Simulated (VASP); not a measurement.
# H (I4/mmm) in VASP: settings compared, part 2 of 2

VASP 6.6.1.

## (4) Band structure, rev-vdW-DF2, non-collinear spin, zero start

This run uses another cell than the first one: it holds 2 atoms, not 4.

POSCAR reads:

```
H
1.0
   -1.6915344700      1.6915344700      2.0584739900
    1.6915344700     -1.6915344700      2.0584739900
    1.6915344700      1.6915344700     -2.0584739900
H
2
Direct
    0.0901377100      0.0901377100      0.0000000000
    0.9098622900      0.9098622900      0.0000000000
```

INCAR.step1 reads:

```
SYSTEM = H
  AGGAC = 0.0
  ALGO = Fast
  EDIFF = 1E-7
  ENCUT = 520
  GGA = MK
  ISIF = 2
  ISMEAR = -1
  LASPH = .True.
  LCHARG = .True.
  LNONCOLLINEAR = .True.
  LORBIT = 11
  LREAL = .False.
  LUSE_VDW = .True.
  LWAVE = .False.
  MAGMOM = 0 0 0 0 0 0
  NBANDS = 14
  NELM = 100
  PARAM1 = 0.1234
  PARAM2 = 0.711357
  PREC = Accurate
  SIGMA = 0.02
  ZAB_VDW = -1.8867
```

KPOINTS.step1 reads:

```
k-points
0
Gamma
  8 8 8
  0 0 0
```

INCAR.step2 reads:

```
SYSTEM = H
  AGGAC = 0.0
  ALGO = Fast
  EDIFF = 1E-7
  ENCUT = 520
  GGA = MK
  ICHARG = 11
  ISIF = 2
  ISMEAR = 0
  LASPH = .True.
  LCHARG = .False.
  LNONCOLLINEAR = .True.
  LORBIT = 11
  LREAL = .False.
  LUSE_VDW = .True.
  LWAVE = .False.
  MAGMOM = 0 0 0 0 0 0
  NBANDS = 14
  NELM = 100
  PARAM1 = 0.1234
  PARAM2 = 0.711357
  PREC = Accurate
  SIGMA = 0.05
  ZAB_VDW = -1.8867
```

KPOINTS.step2 reads:

```
path GXYSGZS1NPY1Z,XP
15
line-mode
reciprocal
 0.0000000000  0.0000000000  0.0000000000  G
 0.0000000000  0.0000000000  0.5000000000  X

 0.0000000000  0.0000000000  0.5000000000  X
-0.3376299319  0.3376299319  0.5000000000  Y

-0.3376299319  0.3376299319  0.5000000000  Y
-0.4188149660  0.4188149660  0.4188149660  S

-0.4188149660  0.4188149660  0.4188149660  S
 0.0000000000  0.0000000000  0.0000000000  G

 0.0000000000  0.0000000000  0.0000000000  G
 0.5000000000  0.5000000000 -0.5000000000  Z

 0.5000000000  0.5000000000 -0.5000000000  Z
 0.4188149660  0.5811850340 -0.4188149660  S1

 0.4188149660  0.5811850340 -0.4188149660  S1
 0.0000000000  0.5000000000  0.0000000000  N

 0.0000000000  0.5000000000  0.0000000000  N
 0.2500000000  0.2500000000  0.2500000000  P

 0.2500000000  0.2500000000  0.2500000000  P
 0.5000000000  0.5000000000 -0.3376299319  Y1

 0.5000000000  0.5000000000 -0.3376299319  Y1
 0.5000000000  0.5000000000 -0.5000000000  Z

 0.0000000000  0.0000000000  0.5000000000  X
 0.2500000000  0.2500000000  0.2500000000  P
```

Potentials or basis: VASP PAW PBE potentials, release 64 (H).

Run with:

```bash
$ cat potpaw_PBE.64/H/POTCAR > POTCAR
$ cp INCAR.step1 INCAR
$ cp KPOINTS.step1 KPOINTS
$ mpirun -np 1 vasp_ncl > vasp.out
$ cp INCAR.step2 INCAR
$ cp KPOINTS.step2 KPOINTS
$ mpirun -np 1 vasp_ncl > vasp.out
```

Run time: 58 s. Hardware: 1 thread of Intel Xeon 6975P-C (Granite Rapids), shared host; peak memory 0.37 GiB.

Results (log left out):

```
Band gap on the k mesh  : 8.87 eV, indirect (least direct gap 9.69 eV)
Band gap along the path : 8.87 eV, indirect (least direct gap 9.69 eV)
Net moment              : 0.00 μB per cell
```

Levels at the corners of the path, in eV from the valence-band top:
```tsv
point	band 1	band 2	band 3	band 4	band 5
Γ	-2.39	-2.39	13.58	13.58	17.02
X	-0.61	-0.61	10.66	10.66	13.97
X	-0.61	-0.61	10.66	10.66	13.97
Y	-0.14	-0.14	10.67	10.67	13.55
Y	-0.14	-0.14	10.67	10.67	13.55
S	-0.08	-0.08	10.37	10.37	13.56
S	-0.08	-0.08	10.37	10.37	13.56
Γ	-2.39	-2.39	13.58	13.58	17.02
Γ	-2.39	-2.39	13.58	13.58	17.02
Z	0.00	0.00	10.07	10.07	15.53
Z	0.00	0.00	10.07	10.07	15.53
S1	-0.08	-0.08	10.37	10.37	13.56
S1	-0.08	-0.08	10.37	10.37	13.56
N	-0.82	-0.82	8.87	8.87	16.92
N	-0.82	-0.82	8.87	8.87	16.92
P	-0.49	-0.49	11.26	11.26	12.85
P	-0.49	-0.49	11.26	11.26	12.85
Y1	-0.14	-0.14	10.67	10.67	13.55
Y1	-0.14	-0.14	10.67	10.67	13.55
Z	0.00	0.00	10.07	10.07	15.53
X	-0.61	-0.61	10.66	10.66	13.97
P	-0.49	-0.49	11.26	11.26	12.85
```

Moments on the atoms (μB; x, y, z):
```
H   0.00 0.00 0.00
H   0.00 0.00 0.00
```

Caveat: the log is that of the step along the path at fixed density, whose energy, stress, charges and moments have no meaning; the PAW data sets were made with another functional, which shifts forces and pressure a little.

## (5) Density of states, PBE+dDsC

This run uses another cell than the first one: it holds 2 atoms, not 4.

POSCAR reads:

```
H
3.1559
   -0.535991149910      0.535991149910      0.652262109066
    0.535991149910     -0.535991149910      0.652262109066
    0.535991149910      0.535991149910     -0.652262109066
H
2
Direct
    0.0901377100      0.0901377100      0.0000000000
    0.9098622900      0.9098622900      0.0000000000
```

INCAR.step1 reads:

```
ALGO = Normal
EDIFF = 1E-6
ENCUT = 520
GGA = PE
ISIF = 2
ISMEAR = 0
IVDW = 4
LASPH = True
LCHARG = True
LREAL = False
LWAVE = False
NBANDS = 8
NELM = 80
PREC = Accurate
SIGMA = 0.05
```

KPOINTS.step1 reads:

```
k-points
0
Gamma
  11 11 11
```

INCAR.step2 reads:

```
ALGO = Normal
EDIFF = 1E-6
ENCUT = 520
GGA = PE
ICHARG = 11
ISIF = 2
ISMEAR = -5
IVDW = 4
LASPH = True
LCHARG = False
LORBIT = 11
LREAL = False
LWAVE = False
NBANDS = 8
NEDOS = 1001
NELM = 80
PREC = Accurate
SIGMA = 0.05
```

KPOINTS.step2 reads:

```
k-points
0
Gamma
  17 17 17
```

Run with:

```bash
$ cat potpaw_PBE.64/H/POTCAR > POTCAR
$ cp INCAR.step1 INCAR
$ cp KPOINTS.step1 KPOINTS
$ mpirun -np 1 vasp_std > vasp.out
$ cp INCAR.step2 INCAR
$ cp KPOINTS.step2 KPOINTS
$ mpirun -np 1 vasp_std > vasp.out
```

Wall time 18 s (1 thread of Intel Xeon 6975P-C (Granite Rapids), shared host); peak memory 0.18 GiB.

It converged, with:

```yaml
Valence_electrons_inside_the_program's_atomic_spheres: H 0.64
Dispersion_energy_per_atom: -0.037 eV
```

Levels at points of the mesh, in eV from the valence-band top:
| k point | band 1 | band 2 | band 3 | band 4 | band 5 |
| --- | --- | --- | --- | --- | --- |
| (0.00, 0.00, 0.00) | -2.36 | 13.61 | 17.10 | 23.55 | 23.55 |

States per cell in windows of 1 eV (zero at the valence-band top; states under -4 eV left out):
```
from (eV)  total  H1_s  H2_s  H1_p  H2_p  H1_d  H2_d
     -4.0   0.00  0.00  0.00  0.00  0.00  0.00  0.00
     -3.0   0.06  0.02  0.02  0.00  0.00  0.00  0.00
     -2.0   0.56  0.16  0.16  0.01  0.01  0.00  0.00
     -1.0   1.38  0.44  0.44  0.02  0.02  0.00  0.00
      0.0   0.00  0.00  0.00  0.00  0.00  0.00  0.00
      1.0   0.00  0.00  0.00  0.00  0.00  0.00  0.00
      2.0   0.00  0.00  0.00  0.00  0.00  0.00  0.00
      3.0   0.00  0.00  0.00  0.00  0.00  0.00  0.00
      4.0   0.00  0.00  0.00  0.00  0.00  0.00  0.00
      5.0   0.00  0.00  0.00  0.00  0.00  0.00  0.00
      6.0   0.00  0.00  0.00  0.00  0.00  0.00  0.00
      7.0   0.00  0.00  0.00  0.00  0.00  0.00  0.00
```

## (6) Phonons, PBEsol

This run uses another cell than the first one: it holds 2 atoms, not 4.

POSCAR reads:

```
H
1.0
   -1.6915344700      1.6915344700      2.0584739900
    1.6915344700     -1.6915344700      2.0584739900
    1.6915344700      1.6915344700     -2.0584739900
H
2
Direct
    0.0901377100      0.0901377100      0.0000000000
    0.9098622900      0.9098622900      0.0000000000
```

INCAR.step1 reads:

```
PREC     = Medium         # precision mode
ENCUT    = 480            # plane-wave cutoff, eV
EDIFF    = 1E-8           # SCF threshold, eV
ISMEAR   = 0              # smearing method
SIGMA    = 0.05           # smearing width, eV
LREAL    = F              # projectors in reciprocal space
LASPH    = F              # aspherical terms in the spheres
NELM     = 100            # most SCF steps
ALGO     = Normal         # electronic algorithm
ISIF     = 3              # what is computed and relaxed
LWAVE    = F              # write WAVECAR
LCHARG   = F              # write CHGCAR
GGA      = PS             # functional
ISYM     = 1            
IBRION   = 2              # ionic algorithm
NSW      = 40             # ionic steps
EDIFFG   = -0.002         # ionic threshold
```

INCAR.step2 reads:

```
PREC     = Medium         # precision mode
ENCUT    = 480            # plane-wave cutoff, eV
EDIFF    = 1E-8           # SCF threshold, eV
ISMEAR   = 0              # smearing method
SIGMA    = 0.05           # smearing width, eV
LREAL    = F              # projectors in reciprocal space
LASPH    = F              # aspherical terms in the spheres
NELM     = 100            # most SCF steps
ALGO     = Normal         # electronic algorithm
ISIF     = 2              # what is computed and relaxed
LWAVE    = F              # write WAVECAR
LCHARG   = F              # write CHGCAR
GGA      = PS             # functional
ISYM     = 1            
IBRION   = 6              # ionic algorithm
NFREE    = 2            
POTIM    = 0.015          # step
NSW      = 1              # ionic steps
```

KPOINTS reads:

```
regular mesh
0
Gamma
  8 8 8
```

Potentials or basis: VASP PAW PBE potentials, release 64 (H_s).

Run with:

```bash
$ cat potpaw_PBE.64/H_s/POTCAR > POTCAR
$ cp INCAR.step1 INCAR
$ mpirun -np 1 vasp_std > vasp.out
$ cp CONTCAR POSCAR
$ cp INCAR.step2 INCAR
$ mpirun -np 1 vasp_std > vasp.out
```

OUTCAR:

```text
PREC = Medium
   ENCUT = 480
   EDIFF = 1E-8
   ISMEAR = 0
   LREAL = F
   LASPH = F
   NELM = 100
   ISIF = 2
   GGA = PS
   ISYM = 1
   IBRION = 6
   NFREE = 2
   POTIM = 0.015
   NSW = 1

 ion  position               nearest neighbor table
   1  0.088  0.088  0.000-   2 0.76
   2  0.912  0.912  0.000-   1 0.76

  LATTYP: Found a body centered tetragonal cell.
 ALAT       =     3.5193625188
 C/A-ratio  =     1.2264332972

  Lattice vectors:

 A1 = (  -1.7596812594,   1.7596812594,   2.1581316889)
 A2 = (   1.7596812594,  -1.7596812594,   2.1581316889)
 A3 = (   1.7596812594,   1.7596812594,  -2.1581316889)

Analysis of symmetry for initial positions (statically):
=====================================================================
 Subroutine PRICEL returns:
 Original cell was already a primitive cell.

 Routine SETGRP: Setting up the symmetry group for a
 body centered tetragonal supercell.

 Subroutine GETGRP returns: Found 16 space group operations
 (whereof 16 operations were pure point group operations)
 out of a pool of 16 trial point group operations.

The static configuration has the point symmetry D_4h.

Analysis of symmetry for dynamics (positions and initial velocities):
=====================================================================
 Subroutine PRICEL returns:
 Original cell was already a primitive cell.

 Routine SETGRP: Setting up the symmetry group for a
 body centered tetragonal supercell.

 Subroutine GETGRP returns: Found 16 space group operations
 (whereof 16 operations were pure point group operations)
 out of a pool of 16 trial point group operations.

The dynamic configuration has the point symmetry D_4h.

 Subroutine INISYM returns: Found 16 space group operations
 (whereof 16 operations are pure point group operations),
 and found     1 'primitive' translations

----------------------------------------------------------------------------------------

                                     Primitive cell

  volume of cell :      26.7304

  direct lattice vectors                    reciprocal lattice vectors
    -1.759681259  1.759681259  2.158131689     0.000000000  0.284142368  0.231681877
     1.759681259 -1.759681259  2.158131689     0.284142368  0.000000000  0.231681877
     1.759681259  1.759681259 -2.158131689     0.284142368  0.284142368  0.000000000

  length of vectors
     3.294007993  3.294007993  3.294007993     0.366624300  0.366624300  0.401837990

  position of ions in fractional coordinates (direct lattice)
     0.088337721  0.088337721  0.000000000
     0.911662279  0.911662279  0.000000000

  ion indices of the primitive-cell ions
[... 107 lines left out ...]
 non-spin polarized calculation
 Gauss-broadening in eV      SIGMA  =   0.05
  energy-cutoff  :      480.00
  volume of cell :       26.73
 maximum number of plane-waves:       652
   NGX = 11   NGY = 11   NGZ = 11

--------------------------------------- Ionic step        1  -------------------------------------------

 number of electron       1.9999883 magnetization

 Free energy of the ion-electron system (eV)
  ---------------------------------------------------
  ext. energy  EPLUGINS =         0.00000000
  ---------------------------------------------------
  free energy    TOTEN  =        -6.59637822 eV

  energy without entropy =       -6.59637822  energy(sigma->0) =       -6.59637822

------------------------ aborting loop because EDIFF is reached ----------------------------------------

  FORCE on cell =-STRESS in cart. coord.  units (eV):
  Direction    XX          YY          ZZ          XY          YZ          ZX
  --------------------------------------------------------------------------------------
  -------------------------------------------------------------------------------------
  Total        0.0041010      0.0041010      0.0061913      0.0000000      0.0000000      0.0000000
  in kB        0.2458054      0.2458054      0.3710957      0.0000000      0.0000000      0.0000000
  external PRESSURE =       0.2875688 kB  Pullay stress =       0.0000000 kB
[... 131 lines left out ...]
--------------------------------------- Ionic step        5  -------------------------------------------

 number of electron       1.9999875 magnetization

 Free energy of the ion-electron system (eV)
  ---------------------------------------------------
  ext. energy  EPLUGINS =         0.00000000
  ---------------------------------------------------
  free energy    TOTEN  =        -6.59236690 eV

  energy without entropy =       -6.59236690  energy(sigma->0) =       -6.59236690

 E-fermi :  -8.0612     XC(G=0):  -5.0286

 val. band max:       -8.3054263564   @ k =   0.5000   0.5000   0.5000
 cond. band min:       0.6413288064   @ k =   0.5000   0.0000   0.0000
 fundamental gap:      8.9467551628
 Fermi energy:        -8.0611698757

 k-point     1 :       0.0000    0.0000    0.0000
  band No.  band energies     occupation
      1     -10.2531      2.00000
      2       4.5202      0.00000
      3       8.0517      0.00000
      4      13.9317      0.00000
      5      13.9318      0.00000
[... 177 lines left out ...]
 k-point    24 :       0.3750    0.1250    0.1250
  band No.  band energies     occupation
      1      -8.8337      2.00000
      2       1.3378      0.00000
      3       5.5563      0.00000
      4       7.0032      0.00000
      5      13.6717      0.00000

 [... further k-points ...]

------------------------ aborting loop because EDIFF is reached ----------------------------------------

  FORCE on cell =-STRESS in cart. coord.  units (eV):
  Direction    XX          YY          ZZ          XY          YZ          ZX
  --------------------------------------------------------------------------------------
  -------------------------------------------------------------------------------------
  Total        0.0047144      0.0047144      0.4120292      0.0000000      0.0000000      0.0000000
  in kB        0.2825704      0.2825704     24.6963444      0.0000000      0.0000000      0.0000000
  external PRESSURE =       8.4204951 kB  Pullay stress =       0.0000000 kB
[... 17 lines left out ...]
  FREE ENERGIE OF THE ION-ELECTRON SYSTEM (eV)
  ---------------------------------------------------
  free  energy   TOTEN  =        -6.5923668979 eV

  energy  without entropy=       -6.5923668979  energy(sigma->0) =       -6.59236690

 INTERNAL STRAIN TENSORS FROM DISPLACED ATOMS
 ============================================

 INTERNAL STRAIN TENSOR FOR ION    1 for displacements in x,y,z  (eV/Angst):
          X           Y           Z          XY          YZ          ZX
  --------------------------------------------------------------------------------
  x     0.00000     0.00000     0.00000     0.00000     0.00000    -0.04493
  y     0.00000     0.00000     0.00000     0.00000    -0.04493     0.00000
  z    -0.04868    -0.04868   -26.23040     0.00000     0.00000     0.00000

 INTERNAL STRAIN TENSOR FOR ION    2 for displacements in x,y,z  (eV/Angst):
          X           Y           Z          XY          YZ          ZX
  --------------------------------------------------------------------------------
  x     0.00000     0.00000     0.00000     0.00000     0.00000     0.04493
  y     0.00000     0.00000     0.00000     0.00000     0.04493     0.00000
  z     0.04868     0.04868    26.23040     0.00000     0.00000     0.00000

 Eigenvectors and eigenvalues of the dynamical matrix
 ----------------------------------------------------

   1 f  =  129.632960 THz   814.507912 2PiTHz 4324.090112 cm-1   536.118605 meV
             X         Y         Z           dx          dy          dz
      0.000000  0.000000  0.381289     0.000000   -0.000000    0.707107
      0.000000  0.000000  3.934975     0.000000    0.000000   -0.707107
[... 16 lines left out ...]
   5 f  =    0.000000 THz     0.000000 2PiTHz    0.000000 cm-1     0.000000 meV
             X         Y         Z           dx          dy          dz
      0.000000  0.000000  0.381289    -0.707107    0.000000    0.000000
      0.000000  0.000000  3.934975    -0.707107    0.000000    0.000000

   6 f/i=    0.000001 THz     0.000004 2PiTHz    0.000022 cm-1     0.000003 meV
             X         Y         Z           dx          dy          dz
      0.000000  0.000000  0.381289     0.000000   -0.631270    0.318588
      0.000000  0.000000  3.934975     0.000000   -0.631270    0.318588

 ELASTIC MODULI CONTR FROM IONIC RELAXATION (kBar)
 Direction    XX          YY          ZZ          XY          YZ          ZX
 --------------------------------------------------------------------------------
 XX          -0.0041     -0.0041     -2.2263      0.0000     -0.0000      0.0000
 YY          -0.0041     -0.0041     -2.2263      0.0000     -0.0000      0.0000
 ZZ          -2.2263     -2.2263  -1199.5405      0.0000     -0.0000      0.0000
 XY           0.0000      0.0000      0.0000      0.0000      0.0000      0.0000
 YZ          -0.0000     -0.0000     -0.0000      0.0000     -2.3378      0.0000
 ZX           0.0000      0.0000      0.0000      0.0000      0.0000     -2.3378
 --------------------------------------------------------------------------------
```

It took 21 s on 1 thread of Intel Xeon 6975P-C (Granite Rapids), shared host; peak memory 0.12 GiB.

The run converged, but some of its settings lie outside the range that counts as converged, so its numbers aren't taken as properties of the crystal.

What came out:

* Relaxed volume: 13.37 Å³/atom
* Relaxed cell: a = 3.294 Å, b = 3.294 Å, c = 3.294 Å, α = 115.42°, β = 115.42°, γ = 98.14°
* Space group after relaxing (to 0.05 Å): I4/mmm (No. 139)
* Highest phonon frequency at Γ: 4324 cm⁻¹

Caveat: the PAW data sets were made with another functional, which shifts forces and pressure a little.

## (7) The runs side by side

```csv
task,level,potentials or basis,spin,k mesh,cutoff (eV),smearing,k mesh for the DOS,occupations for the DOS,other keys,gap on the mesh (eV),pressure (GPa),moment (μB),largest force (eV/Å)
optical spectrum,PBEsol+D3(BJ),"VASP PAW PBE potentials, release 64 (H)",off,8 × 8 × 7,450,fermi-dirac 0.1 eV,-,-,ENCUT = 450; NELMDL = -8; NBANDS = 3,8.82,0.6,-,0.63
optical spectrum,PBEsol+rVV10,"VASP PAW PBE potentials, release 64 (H_GW)","non-collinear, antiferromagnetic start",8 × 8 × 8,600,fermi-dirac 0.02 eV,-,-,PREC = Normal,8.71,0.8,0.00,0.64
band structure,rev-vdW-DF2,"VASP PAW PBE potentials, release 64 (H)","non-collinear, zero start",8 × 8 × 8,520,fermi-dirac 0.02 eV,-,-,-,8.87,-,0.00,-
density of states,PBE+dDsC,"VASP PAW PBE potentials, release 64 (H)",off,11 × 11 × 11,520,gaussian 0.05 eV,17 × 17 × 17,tetrahedron,-,-,-,-,-
```

Alike in all rows: cell as given.

Caveats: the PAW data sets were made with another functional, which shifts forces and pressure a little (some runs); spectra need much finer meshes, so this one isn't converged (some runs); independent-particle spectra lack excitons (some runs); an odd mesh through Γ misses points on the zone boundary, where band edges often lie (some runs).

Absolute energies hang on the potentials; compare differences alone.
